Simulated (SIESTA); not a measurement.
Pd:

```
Pd
1.0
     0.00000    1.94650    1.94650
     1.94650    0.00000    1.94650
     1.94650    1.94650    0.00000
Pd
1
Direct
  0.00000 0.00000 0.00000
```

Base run:

- Program: SIESTA 5.4.2
- Functional: PBE
- Potentials or basis: PseudoDojo 0.4 standard (PBE files)
- Basis: TZDP (energy shift 0.002 Ry)
- Grid cutoff: 800 Ry
- Energy shift: 0.002 Ry
- k mesh: 12 × 12 × 12
- Occupations: fermi-dirac, width 0.05 eV
- Spin: no spin polarisation

Its results: band gap on the k mesh none (metal or under the smearing width); pressure 6.6 GPa.

Q: After a change of settings the same cell gave: band gap on the k mesh none (metal or under the smearing width); pressure 14.0 GPa. Which change was it?
A. potentials or basis from PseudoDojo 0.4 standard (PBE files) to SG15 1.2 (PBE files) or PseudoDojo by element; basis from TZDP (energy shift 0.002 Ry) to DZP (energy shift 0.002 Ry)
B. basis from TZDP (energy shift 0.002 Ry) to SZ (energy shift 0.002 Ry)
C. functional from PBE to RPBE; basis from TZDP (energy shift 0.002 Ry) to DZP (energy shift 0.002 Ry)
D. functional from PBE to RGE2; basis from TZDP (energy shift 0.002 Ry) to DZP (energy shift 0.002 Ry)

A: B.

Caveats: the basis of atomic orbitals isn't converged, which shifts pressures, moduli and gaps; semicore shells carry a single zeta, which can move pressures by several GPa and volumes by a few percent (some runs); the basis has no polarisation orbitals (some runs).

Not every run made on this cell is shown here.
